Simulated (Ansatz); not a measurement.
# W2CO2 MXene monolayer in a perpendicular field

Aim: how the W2CO2 MXene monolayer screens a field along its normal, and what the field does to its bands. A positive field points along +c.

Main program and level: Ansatz 0.2.0; plane-wave DFT, PBE-D3(BJ), Ansatz PAW (set soft_1); PAW set soft_1.

### 1. The starting structure

The cell holds 5 atoms: 2 O, 2 W and 1 C. Its edges and angles: a = 3.125 Å, b = 3.125 Å, c = 40.384 Å, α = 90.0°, β = 90.0°, γ = 120.0°. Vacuum lies along c.

### 2. Relaxing the slab

The starting cell is a guess, so the in-plane lattice and the atoms are relaxed first, with the slab cut off from its images along the normal.

Contents of input.yaml:

```yaml
crystal:
  lattice:
    - [3.125408, 0.0, 0.0]
    - [-1.562704, 2.7066827252, 0.0]
    - [0.0, 0.0, 40.3843915802]
  atoms:
    - { symbol: O, position: [0.3333333333, 0.6666666667, 0.4420024495] }
    - { symbol: W, position: [0.6666666667, 0.3333333333, 0.4694633822] }
    - { symbol: C, position: [0.0, 0.0, 0.5] }
    - { symbol: W, position: [0.3333333333, 0.6666666667, 0.5305366178] }
    - { symbol: O, position: [0.6666666667, 0.3333333333, 0.5579975505] }
  periodic: [true, true, false]
kpoints:
  mp_grid: { grid: [12, 12, 1] }
hamiltonian:
  xc: pbe
  dispersion: d3bj
  pseudopotentials: { kind: paw, azcp: { folder: soft_1 } }
scf:
  occupations: { method: fermi_dirac, width: 0.05 }
  convergence: { dr2_threshold: 1.0e-09 }
relax:
  f_tol: 0.004
  max_steps: 90
  cell: {}
output:
  write_potential: true
  write_density: true
  volumetric_format: npy
```

Launch:

```
> ansatz run input.yaml --threads 2 --pin off --max-ram 3072MiB --backend cpu --events-out ev --progress --plain --runs-dir out
```

Numbers of over 12 decimals in the logs are rounded to 6 here.

What it wrote:

```text
Warning: relax.cell: scf.convergence.dr2_threshold = 1e-9 eV is looser than the 2.31877222816e-10 eV advised for a relaxation that steers and ends on the stress (1e-10 eV for each atom of the cell: 5, times the square of relax.cell.stress_2d_tol = 0.05 N/m over 14.7 Å (the atoms' height at the walk's start and 5 Å past either face), 3.405e-2 GPa, over a crystal's default 0.05). What an SCF threshold leaves in a stress goes as its square root, and in the free energy as the threshold itself, and one threshold admits the most on a small cell: [figures from the program's tests cut] Set scf.convergence.dr2_threshold to 2.31877222816e-10 eV or tighter. [rest of the remark cut]
Engine: ansatz 0.2.0, aarch64-unknown-linux-gnu
Pseudopotentials: kind: paw
Pseudopotential: O, paw, valence charge 6, recommended cutoff 420 eV (normal), soft_1/O.paw.azcp
Pseudopotential: W, paw, valence charge 14, recommended cutoff 420 eV (normal), soft_1/W.paw.azcp
Pseudopotential: C, paw, valence charge 4, recommended cutoff 420 eV (normal), soft_1/C.paw.azcp
Functional definition: PBE
  parameter kappa = 0.804
  parameter beta = 0.066725
  exchange = pbe_x(kappa = kappa, mu = beta*pi^2/3)
  correlation = pbe_c(beta = beta)
Crystal: 5 atoms, lattice volume = 341.631 Å³
Basis set: ecut = 420 eV, 6627 PW (Γ), exchange–correlation on 48×48×540 points (8 copies of the dense FFT grid, shifted against one another)
Bands: 27, of which v1, the nominal top of the filled ones, is band 22 counted from 1 (21 counted from 0)
Symmetry: 12 space group operations
Space group: P-3m1 (ITA 164), of the structure as read, at distance tolerance 7.0e-5 Å
k-points: 19 of 144
Non-local potential: O, projectors of the file, l = 0: 2, l = 1: 2, l = 2: 1
Non-local potential: W, projectors of the file, l = 0: 3, l = 1: 2, l = 2: 2, l = 3: 1
Non-local potential: C, projectors of the file, l = 0: 2, l = 1: 2, l = 2: 1
PAW form: soft (Blöchl's): semilocal exchange-correlation on the pseudo side does not see the compensation charge
PAW one-centre angular grid: O, 110 points (default); XC on 64 Gauss nodes
PAW one-centre angular grid: W, 590 points (default); XC on 64 Gauss nodes
PAW one-centre angular grid: C, 110 points (default); XC on 64 Gauss nodes
Initial density: superposition of atomic densities (neutral atoms: chi_scale 0, normalization atom)
Initial wavefunctions: pseudopotential atomic-orbital guess
Functional: x = pbe(κ = 0.804, μ = 0.219515), c = pbe(β = 0.066725)
SCF iter   1: F=—  HF=-22163.071406 eV  |F-HF|=—  |Δ(HF+E_count)|=         —  Δρ=7.14e-2  dr2=2.19e1  ethr=3.10e-3  ⟨swp⟩=14.8  Hψ=3871  notcnv=0
preconditioner: auto → LDOS  [insulator: Δε(μ)=0.154 eV  Ē_g=10.687 eV  σ=0.050 eV  W_gap=0.58  n_scr=24 (ndim 8)  ℏωp=10.6 eV  f_vac=0.803  D(μ)=1.51/eV (n_scr^D=10)  ε∞_Penn≈2.0  β→1.0]
SCF iter   2: F=—  HF=-22161.934119 eV  |F-HF|=—  |Δ(HF+E_count)|=    1.14e0  Δρ=8.67e-2  dr2=2.46e1  ethr=3.10e-3  ⟨swp⟩=5.4  Hψ=2005  notcnv=0
SCF iter   3: F=—  HF=-22157.696854 eV  |F-HF|=—  |Δ(HF+E_count)|=    4.24e0  Δρ=7.66e-3  dr2=2.24e-1  ethr=3.10e-3  ⟨swp⟩=5.5  Hψ=1841  notcnv=0
SCF iter   4: F=—  HF=-22157.661966 eV  |F-HF|=—  |Δ(HF+E_count)|=   3.49e-2  Δρ=1.35e-3  dr2=3.05e-3  ethr=5.08e-4  ⟨swp⟩=3.7  Hψ=1319  notcnv=0
SCF iter   5: F=—  HF=-22157.663871 eV  |F-HF|=—  |Δ(HF+E_count)|=   1.91e-3  Δρ=3.74e-4  dr2=3.05e-4  ethr=6.93e-6  ⟨swp⟩=3.9  Hψ=1328  notcnv=0
SCF iter   6: F=—  HF=-22157.664176 eV  |F-HF|=—  |Δ(HF+E_count)|=   3.05e-4  Δρ=1.05e-4  dr2=3.13e-5  ethr=6.94e-7  ⟨swp⟩=3.6  Hψ=1244  notcnv=0
SCF iter   7: F=—  HF=-22157.664226 eV  |F-HF|=—  |Δ(HF+E_count)|=   5.02e-5  Δρ=1.82e-5  dr2=7.27e-7  ethr=7.11e-8  ⟨swp⟩=3.5  Hψ=1223  notcnv=0
SCF iter   8: F=—  HF=-22157.664112 eV  |F-HF|=—  |Δ(HF+E_count)|=   1.14e-4  Δρ=7.04e-6  dr2=3.53e-7  ethr=1.65e-9  ⟨swp⟩=3.3  Hψ=1201  notcnv=0
SCF iter   9: F=—  HF=-22157.664112 eV  |F-HF|=—  |Δ(HF+E_count)|=   1.43e-7  Δρ=3.50e-6  dr2=6.52e-8  ethr=8.03e-10  ⟨swp⟩=2.9  Hψ=913  notcnv=0
SCF iter  10: F=-22157.664112 eV  HF=-22157.664112 eV  |F-HF|=8.27e-9  |Δ(HF+E_count)|=   6.28e-8  Δρ=3.79e-7  dr2=8.12e-10  ethr=2.27e-12  ⟨swp⟩=12.8  Hψ=5780  notcnv=0
SCF 1 converged in 10 iterations: F = -22157.664112 eV  dr2 = 8.12e-10
  greatest PAW one-centre occupation: 0.999 electrons in one spin orbital (limit 2), on the W atom at site 3 (counted from 0), in its partial waves of l = 0
relax step   1: F+E_penalty+E_count = -22157.66411230 eV  Δ(F+E_penalty+E_count) = +0.000e0 eV  max|allowed force component| = 2.532e0 eV/Å  Δτ_max = 0.0000 Å  P = -10.977 N/m  Ω = 341.631 Å³  fix = [c, alpha, beta]  reactions: c -0.000 N/m  (10 SCF iters, accepted)
Crystal: 5 atoms, lattice volume = 335.861 Å³
Basis set: ecut = 420 eV, 6531 PW (Γ), exchange–correlation on 48×48×540 points (8 copies of the dense FFT grid, shifted against one another)
Initial density: handed on by an earlier stage of this run
Initial wavefunctions: those handed on with the density
iter 1 solved again at ethr=1.04e-3 eV; its pass at ethr=3.10e-3 eV (dr2=4.58e-1 eV) is discarded
SCF iter   1: F=—  HF=-22158.067296 eV  |F-HF|=—  |Δ(HF+E_count)|=         —  Δρ=1.47e-2  dr2=4.66e-1  ethr=1.04e-3  ⟨swp⟩=2.0  Hψ=5191  notcnv=0
preconditioner: auto → LDOS  [insulator: Δε(μ)=0.190 eV  Ē_g=9.742 eV  σ=0.050 eV  W_gap=0.59  n_scr=24 (ndim 8)  ℏωp=10.7 eV  f_vac=0.825  D(μ)=1.31/eV (n_scr^D=10)  ε∞_Penn≈2.2  β→1.0]
SCF iter   2: F=—  HF=-22158.044896 eV  |F-HF|=—  |Δ(HF+E_count)|=   2.24e-2  Δρ=8.91e-3  dr2=2.60e-1  ethr=1.04e-3  ⟨swp⟩=4.1  Hψ=1195  notcnv=0
SCF iter   3: F=—  HF=-22157.976715 eV  |F-HF|=—  |Δ(HF+E_count)|=   6.82e-2  Δρ=1.57e-3  dr2=6.52e-3  ethr=5.91e-4  ⟨swp⟩=3.4  Hψ=1309  notcnv=0
SCF iter   4: F=—  HF=-22157.975985 eV  |F-HF|=—  |Δ(HF+E_count)|=   7.30e-4  Δρ=2.56e-4  dr2=1.57e-4  ethr=1.48e-5  ⟨swp⟩=3.6  Hψ=1357  notcnv=0
SCF iter   5: F=—  HF=-22157.976060 eV  |F-HF|=—  |Δ(HF+E_count)|=   7.42e-5  Δρ=6.92e-5  dr2=6.06e-6  ethr=3.58e-7  ⟨swp⟩=3.2  Hψ=1202  notcnv=0
SCF iter   6: F=—  HF=-22157.976064 eV  |F-HF|=—  |Δ(HF+E_count)|=   4.75e-6  Δρ=1.47e-5  dr2=1.39e-6  ethr=1.38e-8  ⟨swp⟩=4.1  Hψ=1379  notcnv=0
SCF iter   7: F=—  HF=-22157.975938 eV  |F-HF|=—  |Δ(HF+E_count)|=   1.26e-4  Δρ=4.85e-6  dr2=5.86e-8  ethr=3.15e-9  ⟨swp⟩=3.8  Hψ=1219  notcnv=0
SCF iter   8: F=—  HF=-22157.975938 eV  |F-HF|=—  |Δ(HF+E_count)|=   9.78e-8  Δρ=1.28e-6  dr2=3.45e-9  ethr=1.33e-10  ⟨swp⟩=3.2  Hψ=1235  notcnv=0
SCF iter   9: F=-22157.975938 eV  HF=-22157.975938 eV  |F-HF|=2.58e-9  |Δ(HF+E_count)|=   2.96e-8  Δρ=2.99e-7  dr2=1.43e-10  ethr=2.27e-12  ⟨swp⟩=14.2  Hψ=4936  notcnv=0
[...]
SCF iter   4: F=—  HF=-22158.108380 eV  |F-HF|=—  |Δ(HF+E_count)|=   1.27e-4  Δρ=1.39e-4  dr2=3.87e-5  ethr=4.27e-6  ⟨swp⟩=3.5  Hψ=1256  notcnv=0
SCF iter   5: F=—  HF=-22158.108389 eV  |F-HF|=—  |Δ(HF+E_count)|=   9.27e-6  Δρ=3.08e-5  dr2=1.15e-6  ethr=8.79e-8  ⟨swp⟩=3.5  Hψ=1264  notcnv=0
SCF iter   6: F=—  HF=-22158.108271 eV  |F-HF|=—  |Δ(HF+E_count)|=   1.18e-4  Δρ=6.81e-6  dr2=1.65e-7  ethr=2.61e-9  ⟨swp⟩=4.4  Hψ=1417  notcnv=0
SCF iter   7: F=—  HF=-22158.108271 eV  |F-HF|=—  |Δ(HF+E_count)|=   1.34e-7  Δρ=1.25e-6  dr2=2.83e-9  ethr=3.75e-10  ⟨swp⟩=3.6  Hψ=1208  notcnv=0
SCF iter   8: F=-22158.108271 eV  HF=-22158.108271 eV  |F-HF|=8.79e-9  |Δ(HF+E_count)|=   4.50e-8  Δρ=4.14e-7  dr2=3.74e-10  ethr=2.27e-12  ⟨swp⟩=14.7  Hψ=5207  notcnv=0
SCF 3 converged in 8 iterations: F = -22158.108271 eV  dr2 = 3.74e-10
relax step   3: F+E_penalty+E_count = -22158.10827148 eV  Δ(F+E_penalty+E_count) = -1.323e-1 eV  max|allowed force component| = 1.132e0 eV/Å  Δτ_max = 0.1390 Å  P = +0.085 N/m  Ω = 331.219 Å³  energy of the carried Pulay correction = +4.067e-3 eV  fix = [c, alpha, beta]  reactions: c +0.000 N/m  (8 SCF iters, accepted)
[...]
relax step   4: F+E_penalty+E_count = -22158.16143329 eV  Δ(F+E_penalty+E_count) = -5.316e-2 eV  max|allowed force component| = 3.332e-1 eV/Å  Δτ_max = 0.0472 Å  P = +0.131 N/m  Ω = 334.499 Å³  energy of the carried Pulay correction = +2.773e-3 eV  fix = [c, alpha, beta]  reactions: c +0.000 N/m  (8 SCF iters, accepted)
[...]
relax step   5: F+E_penalty+E_count = -22158.16508432 eV  Δ(F+E_penalty+E_count) = -3.651e-3 eV  max|allowed force component| = 3.496e-2 eV/Å  Δτ_max = 0.0161 Å  P = -0.123 N/m  Ω = 335.702 Å³  energy of the carried Pulay correction = +2.301e-3 eV  fix = [c, alpha, beta]  reactions: c -0.000 N/m  (7 SCF iters, accepted)
[...]
relax step   6: F+E_penalty+E_count = -22158.16529461 eV  Δ(F+E_penalty+E_count) = -2.103e-4 eV  max|allowed force component| = 1.918e-3 eV/Å  Δτ_max = 0.0025 Å  P = -0.006 N/m  Ω = 335.403 Å³  energy of the carried Pulay correction = +2.418e-3 eV  fix = [c, alpha, beta]  reactions: c -0.000 N/m  (6 SCF iters, accepted)
[...]
relax step   7: F+E_penalty+E_count = -22158.16314427 eV  Δ(F+E_penalty+E_count) = +2.150e-3 eV  max|allowed force component| = 1.678e-3 eV/Å  Δτ_max = 0.0000 Å  P = -0.058 N/m  Ω = 335.403 Å³  fix = [c, alpha, beta]  reactions: c -0.000 N/m  stress off target by 5.80e-2 N/m on what of the cell is left free  SCF on the basis re-selected at this cell (its energy is not comparable with the rows above)  (5 SCF iters)
[...]
relax step   8: F+E_penalty+E_count = -22158.16318042 eV  Δ(F+E_penalty+E_count) = -3.614e-5 eV  max|allowed force component| = 1.288e-4 eV/Å  Δτ_max = 0.0002 Å  P = -0.001 N/m  Ω = 335.320 Å³  energy of the carried Pulay correction = +3.257e-5 eV  fix = [c, alpha, beta]  reactions: c -0.000 N/m  (5 SCF iters, accepted)
iter 1 solved again at ethr=1.37e-7 eV; its pass at ethr=3.10e-3 eV (dr2=6.03e-5 eV) is discarded
SCF iter   1: F=—  HF=-22158.163112 eV  |F-HF|=—  |Δ(HF+E_count)|=         —  Δρ=1.13e-6  dr2=3.13e-9  ethr=1.37e-7  ⟨swp⟩=7.1  Hψ=7180  notcnv=0
eigensolver tolerance schedule: the retry pair's looser diagonalisation over-reported the residual by 19253.14 of it (diagonalisation noise at 5.72 of the residual, at the tolerance the schedule requests for it); recorded, not acted on — ethr = c·dr2/N_el stays at c = 1.0e-1
SCF iter   2: F=—  HF=-22158.163144 eV  |F-HF|=—  |Δ(HF+E_count)|=   3.21e-5  Δρ=1.06e-6  dr2=1.02e-8  ethr=7.12e-12  ⟨swp⟩=7.8  Hψ=2689  notcnv=0
SCF iter   3: F=-22158.163144 eV  HF=-22158.163144 eV  |F-HF|=3.64e-11  |Δ(HF+E_count)|=   5.21e-9  Δρ=4.84e-7  dr2=5.66e-10  ethr=2.27e-12  ⟨swp⟩=16.1  Hψ=5743  notcnv=0
SCF 9 converged in 3 iterations: F = -22158.163144 eV  dr2 = 5.66e-10
relax step   9: F+E_penalty+E_count = -22158.16314398 eV  Δ(F+E_penalty+E_count) = +3.643e-5 eV  max|allowed force component| = 1.612e-4 eV/Å  Δτ_max = 0.0000 Å  P = -0.002 N/m  Ω = 335.320 Å³  fix = [c, alpha, beta]  reactions: c -0.000 N/m  stress off target by 1.99e-3 N/m on what of the cell is left free  SCF on the basis re-selected at this cell (its energy is not comparable with the rows above)  (3 SCF iters)
basis re-selected at this cell: Δ(F+E_penalty+E_count) = +3.643e-5 eV, ΔP = -0.001 N/m vs the last step (what re-selecting the basis moved, of the pressure what is left beyond the Pulay correction that the steps carried, after the strain that the cell walked since its last selection, with what the two solves' SCF thresholds leave and, on support functions, any second-order correction that the steps lacked; it is no m [...]
WARN: The input density's exchange-correlation potential varies sharply where the density is thin. Do not read a vacuum level from v_tot or v_xc, or from such a field of the output density. On a cell that repeats whose density bears no net charge and no dipole along the vacuum's axis use v_es (v_loc + v_h of the components); under efield.dipole_correction with no amplitude use v_es + v_field, which holds any external [...]
SCF converged after 3 iterations
Free energy (F): -22158.163144 eV
Harris-Foulkes:  -22158.163144 eV  (|F-HF|=3.64e-11)
Internal energy: -22158.152151 eV  (E = F + TS)
E sigma→0 (E₀):  -22158.157647 eV
Entropy (-TS):   -0.010993 eV (-2.199 meV/atom)
Fermi energy:    -5.792062 eV
--- Per-component energies (eV) ---
  E_band       = -1255.101759
  E_kinetic    = 1267.523151
  E_local      = -177523.257278  (includes V_loc(G=0)·N_el)
  E_nonlocal   = 77.075160
  E_hartree    = 88021.662399
  E_xc         = -725.590355
  E_vxc        = -703.419601  (∫ρ·V_xc dr)
  E_paw        = -17579.353024  (= ΣΔE_a)
  E_vpaw       = -416.345763  (= ΣTr[D̂ρ^β])
  E_aug_tail   = 0.001768  (compensation charges beyond the density's cutoff)
  E_ewald      = 84304.955033
  E_disp       = -1.169005  (pairwise vdW)
  E_smearing   = -0.010993  (= −TS)
  E_closure    = -0.000000  (closes the sum)
  Σ components = -22158.163144   (vs F -22158.163144, Δ=0.00e0)
--- Forces (eV/Å), atoms counted from 1 ---
  atom   1  O      0.00000000    -0.00000000     0.00016119
  atom   2  W     -0.00000000     0.00000000    -0.00007629
  atom   3  C      0.00000000     0.00000000     0.00000000
  atom   4  W      0.00000000    -0.00000000     0.00007629
  atom   5  O     -0.00000000     0.00000000    -0.00016119
  max |Σ_I F_I| component: 4.16e-17 eV/Å
--- 2D stress c σ (N/m, compression-positive) ---
       -0.001992       0.000000       0.000000
        0.000000      -0.001992      -0.000000
        0.000000      -0.000000      -0.000000
  P = ½ c Tr σ = -0.0020 N/m
--- Band table (eV; the first three rows and the last of 19) ---
  k-point 0: bands = [... 18 lower, -8.7128, -8.7128, -8.4443, -8.4443, -6.6793, -5.1714, -5.1714, -4.4058, ... 1 higher]
  k-point 1: bands = [... 18 lower, -9.3613, -8.7028, -8.0639, -7.7851, -6.5773, -5.0734, -5.0562, -4.2545, ... 1 higher]
  k-point 2: bands = [... 18 lower, -9.9252, -8.8097, -8.1250, -7.1454, -6.1458, -4.9058, -4.6676, -3.9293, ... 1 higher]
  k-point 18: bands = [... 18 lower, -10.4626, -10.4626, -6.5547, -6.4556, -6.4556, -3.9968, -3.9968, -3.3069, ... 1 higher]
  the weakly bound empty levels are not read free of the cell's end (no_gap_told)
--- Relaxed structure (7 steps of the walk, 7 accepted, 2 SCFs on fresh bases) ---
  F+E_penalty+E_count = -22158.16314398 eV   max|allowed force component| = 1.612e-4 eV/Å   (the final SCF, on the basis selected at the relaxed cell)
  cell:  # Å, volume = 335.3204 Å³
    - [3.096406, 0.0, 0]
    - [-1.548203, 2.681566, 0]
    - [0, 0, 40.3843915802]
  atoms:
    - { symbol: O, position: [0.333333, 0.666667, 0.444421] }
    - { symbol: W, position: [0.666667, 0.333333, 0.472631] }
    - { symbol: C, position: [0, 0, 0.5] }
    - { symbol: W, position: [0.333333, 0.666667, 0.527369] }
    - { symbol: O, position: [0.666667, 0.333333, 0.555579] }
```

Elapsed: 62 s, on 2 threads of Arm Neoverse V1, shared host; peak memory 0.62 GiB; 2 min of CPU time.

Relaxation path:

| step | energy less that of the first step (eV) | largest force component (eV/Å) | volume (Å³) |
| --- | --- | --- | --- |
| 1 | 0.0000 | 2.5315 | 341.63 |
| 2 | -0.3118 | 2.3115 | 335.86 |
| 3 | -0.4442 | 1.1319 | 331.22 |
| 4 | -0.4973 | 0.3332 | 334.50 |
| 5 | -0.5010 | 0.0350 | 335.70 |
| 6 | -0.5012 | 0.0019 | 335.40 |
| 7* | -0.4990 | 0.0017 | 335.40 |
| 8 | -0.4991 | 0.0001 | 335.32 |
| 9* | -0.4990 | 0.0002 | 335.32 |

Relaxation steps marked * repeat the geometry before them on a plane-wave basis chosen anew for their cell, so energy and pressure can jump there.

The run keeps the 12 symmetry operations that it works with, so distortions that break them were not tested.

| cell as run | before | after | change |
| --- | --- | --- | --- |
| a (Å) | 3.125 | 3.096 | -0.9 % |
| b (Å) | 3.125 | 3.096 | -0.9 % |

The atoms that moved most (Å, along periodic axes as changes of fractional coordinates times the final cell, across vacuum about the mean position):

| atom | dx | dy | dz | length |
| --- | --- | --- | --- | --- |
| W2 | 0.000 | 0.000 | 0.128 | 0.128 |
| W4 | 0.000 | 0.000 | -0.128 | 0.128 |
| O5 | 0.000 | 0.000 | -0.098 | 0.098 |
| O1 | 0.000 | 0.000 | 0.098 | 0.098 |

Final coordinates:

```xyz
5
Lattice="3.0964 0.0000 0.0000 -1.5482 2.6816 0.0000 0.0000 0.0000 40.3844" Properties=species:S:1:pos:R:3
O     0.0000    1.7877   17.9477
W     1.5482    0.8939   19.0869
C     0.0000    0.0000   20.1922
W     0.0000    1.7877   21.2975
O     1.5482    0.8939   22.4367
```

This step gave:

* energy at zero smearing: -22158.1576 eV

The lattice constant a goes from 3.125 to 3.096 Å.

(Continued in part 2 of 2.)

[Logs are printed without paths, hosts, clocks, repeated set-up lines and the standing remarks that a program may print on its own settings, such as how far it seeks lower states.]

[Hosts, paths, dates, database ids (printed as entryN), source tags and the programs' standing remarks are cut or masked in the printed files.]

[Maps of the electrostatic potential energy from Ansatz leave out the sawtooth potential of an applied field or a dipole correction, so their vacuum need not be flat; planar profiles and work functions include it.]
